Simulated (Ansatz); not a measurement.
# Lattice dynamics of RbCl (Fm-3m), part 2 of 3

Aim: the vibrations of RbCl (Fm-3m), their spectra, and whether the structure is stable.

Ansatz 0.2.0; DFT PBE, scalar-relativistic, plane waves, PAW.

So far. Step 3 (Relaxing to small forces for the phonons): The forces vanish by symmetry and the pressure is 0.005 GPa, within the tolerances set. The cell now holds 37.57 Å³/atom. The relaxed cell has a = 6.698 Å (conventional setting).

The database entry behind the starting cell differs from later determinations by our own check (about 0.5 % short), so it need not match the best structure at ambient conditions.

### 4. Zone-centre response

The zone centre comes first: it holds the modes that light can see, as far as symmetry allows. The response to a homogeneous field gives the Born charges and the dielectric tensor.

File input.yaml:

```yaml
crystal:
  lattice:
    - [0.0, 3.349126005, 3.349126005]
    - [3.349126005, 0.0, 3.349126005]
    - [3.349126005, 3.349126005, 0.0]
  atoms:
    - { symbol: Rb, position: [0.0, 0.0, 0.0] }
    - { symbol: Cl, position: [0.5, 0.5, 0.5] }
kpoints:
  mp_grid: { grid: [8, 8, 8] }
hamiltonian:
  xc: pbe
scf:
  occupations: { method: fixed }
output:
  eigenvalues: true
phonons:
  method: dfpt
  dielectric: true
  rigid_motions: translations
```

Run with:

```console
> ansatz run input.yaml --threads 4 --pin off --max-ram 7168MiB --backend cpu --events-out ev --progress --plain --runs-dir out
```

Numbers of over 12 decimals in the logs are rounded to 6 here.

What it wrote:

```text
[...]
Crystal: 2 atoms, lattice volume = 75.132 Å³
Basis set: ecut = 420 eV, 1459 PW (Γ), exchange–correlation on 64×64×64 points (8 copies of the dense FFT grid, shifted against one another)
Bands: 12, of which v1, the nominal top of the filled ones, is band 8 counted from 1 (7 counted from 0)
Symmetry: 48 space group operations
k-points: 59 of 512 (irreducible under 8 space group operations, time reversal used)
[...]
SCF iter   1: F=—  HF=-4350.764784 eV  |F-HF|=—  |Δ(HF+E_count)|=         —  Δρ=1.65e-4  dr2=3.28e-5  ethr=1.77e-3  ⟨swp⟩=6.1  Hψ=4039  notcnv=0  defer=114
[...]
SCF iter   6: F=-4350.765100 eV  HF=-4350.765100 eV  |F-HF|=2.73e-11  |Δ(HF+E_count)|=  4.09e-11  Δρ=1.48e-7  dr2=9.45e-12  ethr=1.00e-12  ⟨swp⟩=8.9  Hψ=5330  notcnv=0
SCF 1 converged in 6 iterations: F = -4350.765100 eV  dr2 = 9.45e-12
[...]
DFPT response loops at Γ: preconditioner auto → none (the input reference at scf.mixing.eps_inf says where Resta's filter doesn't serve); β = 0.50; Broyden in place of MSR1
SCF converged after 6 iterations
Free energy (F): -4350.765100 eV
[...]
Internal energy: -4350.765100 eV  (E = F + TS)
E sigma→0 (E₀):  -4350.765100 eV
Fermi energy:    0.664042 eV
[...]
--- Band table (eV; the first three rows and the last of 59) ---
  k-point 0: bands = [... 4 lower, -7.4343, 0.6640, 0.6640, 0.6640, 5.4995, 8.6089, 8.6089, 8.6089]
  k-point 1: bands = [... 4 lower, -7.4320, 0.5239, 0.6185, 0.6185, 5.8422, 8.4891, 8.7930, 8.7930]
  k-point 2: bands = [... 4 lower, -7.4266, 0.2288, 0.5124, 0.5124, 6.7023, 8.3629, 9.3233, 9.3233]
  k-point 58: bands = [... 4 lower, -7.4277, 0.2702, 0.4280, 0.4280, 8.2501, 8.2501, 9.7326, 9.7864]
--- Phonons (Γ-DFPT): 2 representative perturbations + reference, on 59 of 512 k-points (Σ response iterations 7) ---
  k mesh reduced under 8 symmetry operations, with k and −k counted as one. Each operation leaves every solved perturbation unchanged. A smaller set is not considered because the run solves the response to a homogeneous field
  ASR residual: 4.013e-4 → 0.000e0 eV/Å²; symmetrization residual: 4.430e-7 eV/Å²
  ASR residual per site (eV/Å²): 4.01e-4 4.29e-5
  Γ frequencies (cm⁻¹): 0.00 0.00 0.00 101.68 101.68 101.68
  ε∞ (high-frequency dielectric tensor):
        2.280028    -0.000000    -0.000000
        0.000000     2.280028    -0.000000
        0.000000    -0.000000     2.280028
  ε⁰ (static dielectric tensor: ions relaxed, cell fixed):
        5.717692    -0.000000    -0.000000
       -0.000000     5.717692    -0.000000
       -0.000000    -0.000000     5.717692
  ε⁰ − ε∞ (ionic part):
        3.437664    -0.000000    -0.000000
       -0.000000     3.437664    -0.000000
       -0.000000    -0.000000     3.437664
  softest optical mode at Γ: 101.68 cm⁻¹; the repairs (sum rule, projections) moved no ω² at Γ by more than (1.14 cm⁻¹)²
  Born effective charges Z* (e; rows j = field, columns β = displacement):
    site 0:
         1.16614   -0.00000    0.00000
        -0.00000    1.16614   -0.00000
        -0.00000   -0.00000    1.16614
    site 1:
        -1.16614    0.00000    0.00000
         0.00000   -1.16614    0.00000
         0.00000    0.00000   -1.16614
  Z* charge neutrality: 2.370e-5 e pre-enforcement
  k-mesh period / interband length: 37.9 Å / 1.19 Å = 31.95 at k = (0.0000, 0.0000, 0.0000), direct gap 4.835 eV — 14 or more, which is no proof of convergence
  optical modes at Γ without the LO–TO term, one row a degenerate level:
      ω (cm⁻¹)  modes    IR ((D/Å)²/amu)
        101.68      3             3.7562
  optical modes at Γ + LO–TO along q̂ = [1.0000, 0.0000, 0.0000]:
      ω (cm⁻¹)  modes    IR ((D/Å)²/amu)
        101.68      2             2.5042
        161.02      1             1.2521
  optical modes at Γ + LO–TO along q̂ = [0.0000, 1.0000, 0.0000]:
      ω (cm⁻¹)  modes    IR ((D/Å)²/amu)
        101.68      2             2.5042
        161.02      1             1.2521
  optical modes at Γ + LO–TO along q̂ = [0.0000, 0.0000, 1.0000]:
      ω (cm⁻¹)  modes    IR ((D/Å)²/amu)
        101.68      2             2.5042
        161.02      1             1.2521
```

Wall time 5.3 s (4 threads of Arm Neoverse V2, shared host); peak memory 0.49 GiB.

The column dr2 measures how far the density is from self-consistency, as an energy; F and HF (Harris–Foulkes) agree once it is small.

This step gave:

* sum-rule residual before enforcement: 4.01e-4 eV/Å²
* miss of the charge sum rule: 2.37e-5 e
* point group: m-3m
* highest optical mode at the zone centre (no LO-TO term): 101.7 cm⁻¹
* lowest optical zone-centre mode: 101.7 cm⁻¹
* mean high-frequency dielectric constant: 2.28
* largest Born charge (third of the trace): 1.166 e
* mean static dielectric constant: 5.718
* top of the zone-centre spectrum with the field: 161.0 cm⁻¹

Without the LO-TO term. Patterns of degenerate modes are one choice out of their space. Modes at Γ, with each element's share of the kinetic energy:

```tsv
mode	frequency (cm⁻¹)	symmetry	Rb %	Cl %
1	0.0	acoustic	71	29
2	0.0	acoustic	71	29
3	0.0	acoustic	71	29
4	101.7	T1u	29	71
5	101.7	T1u	29	71
6	101.7	T1u	29	71
```

Displacements in mode 6 (101.7 cm⁻¹), the largest set to 1:
```
Rb1  0.00  0.05 -0.41
Cl2  0.00 -0.12  1.00
```

Optical modes at the zone centre, without and with the macroscopic field of the longitudinal modes; each column is sorted by frequency, so a row need not hold one and the same mode. Modes with and without the field, by row:

```tsv
rank among optical modes	no field (cm⁻¹)	q along (1, 0, 0) (cm⁻¹)
1	101.7	101.7
2	101.7	101.7
3	101.7	161
```

Born charge (rows field, columns displacement) (e), principal values of the symmetric part by kind of site:

```tsv
atom	atoms with these values	low	middle	high	mean
Rb1	1	1.17	1.17	1.17	1.17
Cl2	1	-1.17	-1.17	-1.17	-1.17
```

In full for Rb1:

```
1.17 0.00 0.00
0.00 1.17 0.00
0.00 0.00 1.17
```

High-frequency dielectric tensor:

```
2.28 0.00 0.00
0.00 2.28 0.00
0.00 0.00 2.28
```

Static dielectric tensor (ions relaxed, fixed cell):

```
5.72 0.00 0.00
0.00 5.72 0.00
0.00 0.00 5.72
```

Transverse modes. Infrared lines, with heights relative to the strongest:

```tsv
position (cm⁻¹)	label	relative intensity
102	T1u	100
```

Before it was imposed, the acoustic sum rule was missed by 4.0e-4 eV/Å² and the charge sum rule by 2.4e-5 e. Small misses are needed for a sound result but don't prove that mesh and cutoff are converged. The lowest optical mode is real, 102 cm⁻¹.

### 5. Response at finite wavevector

Stability and thermal properties need the whole zone. Linear response on a 4×4×4 q mesh gives force constants as far as a supercell of that size would, and the tensors from the zone-centre run are typed in so that the long-range dipole term is interpolated apart.

input.yaml, the sections that differ from step 4:

```yaml
phonons:
  method: dfpt
  qmesh: [4, 4, 4]
  temperatures: { t_max: 1000, t_step: 50 }
  qpath:
    path:
      - [[0.0, 0.0, 0.0], [0.5, 0.0, 0.5], [0.625, 0.25, 0.625]]
      - [[0.375, 0.375, 0.75], [0.0, 0.0, 0.0], [0.5, 0.5, 0.5], [0.5, 0.25, 0.75], [0.5, 0.0, 0.5]]
    npoints: 10
  non_analytic_term:
    high_frequency_dielectric_tensor: [[2.28, 0.0, 0.0], [0.0, 2.28, 0.0], [0.0, 0.0, 2.28]]
    born_effective_charges:
      - { species: Rb, tensor: [[1.1661, 0.0, 0.0], [0.0, 1.1661, 0.0], [0.0, 0.0, 1.1661]] }
      - { species: Cl, tensor: [[-1.1661, 0.0, 0.0], [0.0, -1.1661, 0.0], [0.0, 0.0, -1.1661]] }
    source: "zone-centre run at this cell"
# crystal, kpoints, hamiltonian, scf, output: as in step 4
```

What it wrote:

```text
[...]
Crystal: 2 atoms, lattice volume = 75.132 Å³
Basis set: ecut = 420 eV, 1459 PW (Γ), exchange–correlation on 64×64×64 points (8 copies of the dense FFT grid, shifted against one another)
Bands: 12, of which v1, the nominal top of the filled ones, is band 8 counted from 1 (7 counted from 0)
Symmetry: 48 space group operations
k-points: 29 of 512
[...]
SCF iter   1: F=—  HF=-4350.764853 eV  |F-HF|=—  |Δ(HF+E_count)|=         —  Δρ=1.51e-4  dr2=2.41e-5  ethr=1.77e-3  ⟨swp⟩=6.0  Hψ=1986  notcnv=0  defer=54
[...]
SCF iter   8: F=-4350.765100 eV  HF=-4350.765100 eV  |F-HF|=9.09e-13  |Δ(HF+E_count)|=  1.52e-10  Δρ=9.42e-8  dr2=4.73e-12  ethr=1.00e-12  ⟨swp⟩=9.8  Hψ=2276  notcnv=0
SCF 1 converged in 8 iterations: F = -4350.765100 eV  dr2 = 4.73e-12
[...]
NSCF: frozen V_eff on 29 k-points
[...]
DFPT response loops at q = (0, 0, 0) (fractional): preconditioner auto → none (the input reference at scf.mixing.eps_inf says where Resta's filter doesn't serve); β = 0.50; Broyden in place of MSR1
[...]
SCF converged after 8 iterations
Free energy (F): -4350.765100 eV
[...]
Internal energy: -4350.765100 eV  (E = F + TS)
E sigma→0 (E₀):  -4350.765100 eV
Fermi energy:    0.664041 eV
[...]
--- Band table (eV; the first three rows and the last of 29) ---
  k-point 0: bands = [... 4 lower, -7.4343, 0.6640, 0.6640, 0.6640, 5.4995, 8.6089, 8.6089, 8.6089]
  k-point 1: bands = [... 4 lower, -7.4320, 0.5239, 0.6185, 0.6185, 5.8422, 8.4891, 8.7930, 8.7930]
  k-point 2: bands = [... 4 lower, -7.4266, 0.2288, 0.5124, 0.5124, 6.7023, 8.3629, 9.3233, 9.3233]
  k-point 28: bands = [... 4 lower, -7.4277, 0.2702, 0.4280, 0.4280, 8.2500, 8.2500, 9.7326, 9.7864]
--- Phonons (Γ-DFPT): 2 representative perturbations + reference (Σ response iterations 6) ---
  ASR residual: 2.063e-4 → 0.000e0 eV/Å²; symmetrization residual: 2.409e-6 eV/Å²
  ASR residual per site (eV/Å²): 2.06e-4 3.41e-5
  Γ frequencies (cm⁻¹): 0.00 0.00 0.00 101.68 101.68 101.68
--- Phonons (arbitrary-q DFPT): 8 irreducible q on the 4×4×4 mesh ---
  q = [0.0000, 0.0000, 0.0000] (star 1, of the zone-centre solve; hermiticity 5.06e-6, symmetrization 2.52e-13): -0.00 -0.00 0.00 101.68 101.68 101.68
  q = [0.0000, 0.0000, 0.2500] (star 8, 2 solved perturbations on 288 of 512 k-point pairs; hermiticity 2.85e-6, symmetrization 1.51e-8): 39.56 39.56 58.55 99.26 99.26 151.89
[...]
q = [0.0000, 0.2500, 0.2500] (star 6, 4 solved perturbations in 528 linear systems a pass and spin channel, the states on 164 of 512 k-point pairs; hermiticity 2.56e-6, symmetrization 9.04e-8): 30.57 30.57 71.16 103.97 103.97 135.15
[...]
sum rule: each row above includes the acoustic sum rule's correction from the zone centre's row sums; it moved no ω² by more than (0.81 cm⁻¹)²
  mesh force constants: q→R imaginary residual 4.04e-18; ASR residual 2.063e-4 → 0.000e0 eV/Å²; symmetrization residual 1.554e-15 eV/Å²
  interpolated dispersion: 63 rows × 6 modes
  density of states and harmonic sums: on the 16×16×16 q-mesh, interpolated from the force constants of a 4×4×4 supercell (with the dipole–dipole term of supplied tensors)
  largest difference from the sums on the solved wave vectors: F 1.46e-2 eV, S 1.86e-5 and C_V 3.97e-6 eV/K
  zero-point energy: 0.031556 eV/cell   skipped modes (ω ≤ 0): 3   left out of the sums: 1.22e-4 of the cell's modes: C_V's classical limit lies that fraction below 3 k_B per atom; for a crystal, a wire or a layer, F and S can be off by more, and a phonons.interpolated_qmesh denser along its periods is the remedy for the sampling
```

Run time: 72 s. Hardware: 4 threads; peak memory 1.1 GiB.

This step gave:

```yaml
sum_rule_residual_before_enforcement: 2.06e-4 eV/Å²
lowest_frequency_on_the_path: 0 cm⁻¹
highest_frequency_on_the_path_or_at_a_solved_wavevector: 161 cm⁻¹
mean_frequency: 84.9 cm⁻¹
debye_temperature_second_moment: 168 K
logarithmic_mean_frequency: 78.6 cm⁻¹
lowest_mode_on_the_q_mesh_acoustic_modes_at_gamma_apart: 30.57 cm⁻¹
zero_point_energy_per_atom: 15.78 meV
heat_capacity_at_300_k: 24.56 J/(mol atoms K)
vibrational_entropy_at_300_k: 49.48 J/(mol atoms K)
```

Frequencies (cm⁻¹) solved at each irreducible wavevector; negative means imaginary. Frequencies by wavevector, by row:

```tsv
q in reciprocal lattice units	star	mode 1	mode 2	mode 3	mode 4	mode 5	mode 6
0 0 0	1	0	0	0	101.7	101.7	101.7
0 0 0.25	8	39.6	39.6	58.5	99.3	99.3	151.9
0 0 -0.5	4	58.5	58.5	93.9	95.1	95.1	135.3
0 0.25 0.25	6	30.6	30.6	71.2	104	104	135.2
0 0.25 -0.5	24	49.9	61.3	76.7	101.3	104.9	124.2
0 0.25 -0.25	12	49.4	58.3	80.2	95	107.5	131.1
0 -0.5 -0.5	3	42.1	42.1	73.6	106	106	116.1
0.25 -0.5 -0.25	6	61.4	61.4	68.1	106.6	110.9	110.9
```

Interpolated from a 4×4×4 q mesh, with the LO-TO term (at Γ the limit along the path; where Γ stands inside the path, tables give the limit on arrival). Phonon branches along the path, in cm⁻¹:

```tsv
point	branch 1	branch 2	branch 3	branch 4	branch 5	branch 6
Γ	0	0	0	102	102	161
halfway	31	31	71	104	104	135
X	42	42	74	106	106	116
halfway	45	51	72	105	109	115
U	52	68	68	102	113	114
jump to K	52	68	68	102	113	114
halfway	38	51	68	96	106	143
Γ	0	0	0	102	102	161
halfway	40	40	58	99	99	152
L	58	58	94	95	95	135
halfway	58	61	82	99	104	126
W	61	61	68	107	111	111
halfway	49	56	71	107	108	114
X	42	42	74	106	106	116
```

The phonon branches as a text plot (rows in cm⁻¹):

```
    158 |***                        ********
    151 |   *                    ***        **
    144 |    **                 *             *
    138 |      *               *               ****
    131 |                    **                    ***
    124 |       *           *                         **
    117 |        ******** **                            *     ***
    111 |              ********                         ******
    104 |******************    ************          ************
     97 |                  **********      *************
     91 |                                       *****
     84 |                   ***                *     **
     77 |       *****      *   *              *        **
     70 |      *     ******     *            *           ********
     64 |    **          * *                          *******
     57 |               *  ***** *          *  **********  ***
     50 |   *          ****  ** *          *  *              **
     44 |           ****       * ***         *                ***
     37 |       ****            *         * *
     30 |  *   *                 ****      *
     23 |   ***                   ***    **
     17 | **                        **   *
     10 | *                          *  *
      3 |*                            **
         Γ           X  U|K            Γ         L        W     X
```

Tetrahedra on a 16×16×16 mesh, mean over bins of 2 cm-1. Interpolated from a 4×4×4 q mesh. Table of phonon density of states by wavenumber; read off at these points:

```tsv
wavenumber (cm⁻¹)	phonon density of states (1/cm⁻¹/cell)
1.0	1.0e-5
5.0	1.5e-4
9.0	5.2e-4
13.0	0.00176
19.0	0.00441
23.0	0.00702
27.0	0.0103
31.0	0.0151
35.0	0.0216
39.0	0.0309
45.0	0.0546
49.0	0.0622
53.0	0.0750
57.0	0.124
61.0	0.091
65.0	0.0197
71.0	0.0396
75.0	0.0568
77.0	0.0857
79.0	0.0568
83.0	0.0262
87.0	0.0134
91.0	0.00536
97.0	0.125
101.0	0.150
103.0	0.179
105.0	0.169
109.0	0.0694
113.0	0.00973
117.0	0.0415
123.0	0.0322
127.0	0.0306
131.0	0.0293
135.0	0.027
139.0	0.0180
143.0	0.0142
149.0	0.0102
153.0	0.00789
157.0	0.0052
161.0	1.6e-4
```

Phonopy on the run's constants, 15x15x15 mesh, Gaussian sigma 2.0 cm-1. Interpolated from a 4×4×4 q mesh. Table of partial phonon density of states by wavenumber; read off at these points; values in 1/cm⁻¹/cell:

```tsv
wavenumber (cm⁻¹)	Cl	Rb
-5.0	2.7e-6	2.7e-6
0.0	5.0e-5	1.2e-4
5.0	1.9e-5	3.8e-5
10.0	4.4e-4	0.00107
15.0	6.4e-4	0.0016
20.0	0.00158	0.00411
25.0	0.00220	0.00598
30.0	0.00366	0.0106
35.0	0.00538	0.0168
40.0	0.00809	0.0282
45.0	0.0108	0.0432
50.0	0.0102	0.0526
55.0	0.00968	0.0795
58.7	0.00718	0.100
60.0	0.00655	0.0924
65.0	0.00332	0.0283
70.0	0.00368	0.0296
75.0	0.00598	0.0524
77.3	0.00648	0.0597
80.0	0.00506	0.0460
85.0	0.00224	0.0185
90.0	0.00170	0.00707
95.0	0.0534	0.00493
100.0	0.119	0.0212
102.9	0.130	0.0299
105.0	0.119	0.0282
110.0	0.0452	0.00851
115.0	0.0300	0.00236
120.0	0.0332	0.00136
125.0	0.0298	0.00122
130.0	0.0274	0.00169
135.0	0.0235	0.00242
140.0	0.0151	0.00278
145.0	0.0103	0.00260
150.0	0.00732	0.00226
155.0	0.00487	0.00174
160.0	0.00172	6.7e-4
165.0	3.7e-5	1.3e-5
170.0	0	0
```

Second derivatives of the energy by pair, one row for each kind of neighbour of each atom listed. Each entry sums the pair over the periodic images of the supercell that the q mesh stands for, and in a polar crystal it holds the long-range dipole part too. Force constants by pair, by row:

```tsv
atom	neighbour	distance (Å)	third of the trace (eV/Å²)	along the pair's line (eV/Å²)
Rb1	itself	0	1.534	–
Rb1	Cl	3.349	-0.2236	-0.396
Rb1	Rb	4.736	-0.0111	-0.2023
Rb1	Cl	5.801	2.00e-4	0.0775
Rb1	Rb	6.698	-0.0234	-0.0913
Rb1	Cl	7.489	0.008	0.0506
Cl2	itself	0	1.476	–
Cl2	Rb	3.349	-0.2236	-0.396
Cl2	Cl	4.736	-0.0053	-0.1555
Cl2	Rb	5.801	2.00e-4	0.0775
Cl2	Cl	6.698	-0.0261	-0.1043
Cl2	Rb	7.489	0.008	0.0506
```

Harmonic thermodynamic functions per atom, from the density of states. Interpolated from a 4×4×4 q mesh. Thermodynamic functions, by row:

```tsv
T (K)	F_vib (meV/atom)	S (J/mol-atom/K)	C_V (J/mol-atom/K)
0	15.78	0	0
50	13.92	10.31	15.54
100	4.94	23.54	21.82
200	-28.61	39.61	24.09
300	-75.1	49.48	24.56
400	-130.2	56.57	24.72
500	-191.8	62.1	24.8
600	-258.6	66.62	24.84
700	-329.7	70.46	24.87
800	-404.5	73.78	24.89
900	-482.5	76.71	24.9
1000	-563.4	79.33	24.91
```

Harmonic mean-square displacement, third of the trace. Interpolated from a 4×4×4 q mesh. Mean square displacements, by row:

```tsv
T (K)	Rb1 U_eq (Å²)	Cl2 U_eq (Å²)
0	0.00341	0.00513
100	0.01019	0.01095
300	0.02934	0.02995
600	0.05845	0.05933
```

Symmetry leaves 8 wavevectors to solve. The lowest mode among them, the acoustic zeros apart, lies at q = (0, 0.25, 0.25) and is real, 30.6 cm⁻¹.

(Part 2 of 3 ends here.)

[Logs are printed without paths, hosts, clocks, repeated set-up lines and the standing remarks that a program may print on its own settings, such as how far it seeks lower states.]

[Hosts, paths, dates, database ids (printed as entryN), source tags and the programs' standing remarks are cut or masked in the printed files.]
